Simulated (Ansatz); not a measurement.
Crystal: VO2.

```
V O
1.0
     4.50720    0.00000    0.00000
     0.00000    4.50720    0.00000
     0.00000    0.00000    3.04445
V O
2 4
Cartesian
  2.2536 2.2536 1.5222
  0.0000 0.0000 0.0000
  0.9031 3.6041 1.5222
  3.6041 0.9031 1.5222
  3.1567 3.1567 0.0000
  1.3505 1.3505 0.0000
```

The cell is a database's computed one.

* Program: Ansatz 0.2.0
* Task: relaxation of cell and atoms
* Functional: PBEsol
* Potentials or basis: Ansatz PAW
* Cutoff: 420 eV (not typed: the program's choice for these potentials)
* k mesh: 6 × 6 × 9
* Occupations: fermi-dirac, width 0.05 eV
* Spin: collinear spin, ferromagnetic start
* Starting moments: [2.0, 2.0, 0.0, 0.0, 0.0, 0.0] μB

At the start: volume 10.31 Å³/atom.

Q: How do energy, volume and symmetry change on relaxing?

A: It ends after 9 steps and the volume is 9.61 Å³/atom (-6.8 %); space group P4_2/mnm (No. 136, to 0.05 Å); moment 1.96 μB per cell.

Step by step:
```tsv
step	energy change (eV)	largest force (eV/Å)	volume (Å³)
1	0.0000	0.2810	61.85
2	-0.3896	0.4953	59.17
3	-0.4870	0.1243	57.00
4	-0.4964	0.0895	57.62
5	-0.4968	0.0101	57.74
6	-0.4968	0.0006	57.74
7	-0.4867	0.0007	57.74
8	-0.4873	0.0000	57.66
9	-0.4869	0.0000	57.66
```

Final structure:
```yaml
crystal:
  lattice:
    - [4.53666, 0.00000, 0.00000]
    - [0.00000, 4.53666, 0.00000]
    - [0.00000, 0.00000, 2.80175]
  atoms:
    - { symbol: V, position: [0.50000, 0.50000, 0.50000] }
    - { symbol: V, position: [0.00000, 0.00000, 0.00000] }
    - { symbol: O, position: [0.20097, 0.79903, 0.50000] }
    - { symbol: O, position: [0.79903, 0.20097, 0.50000] }
    - { symbol: O, position: [0.70097, 0.70097, 0.00000] }
    - { symbol: O, position: [0.29903, 0.29903, 0.00000] }
```

Caveat: the plane-wave basis is chosen anew once the cell has moved, so the energies of steps on either side of that aren't comparable; the pressure holds a Pulay correction of +0.9 GPa for the finite cutoff; the PAW data sets come from PBE, with cores solved anew for the run's functional, which leaves a small shift of forces and pressure.
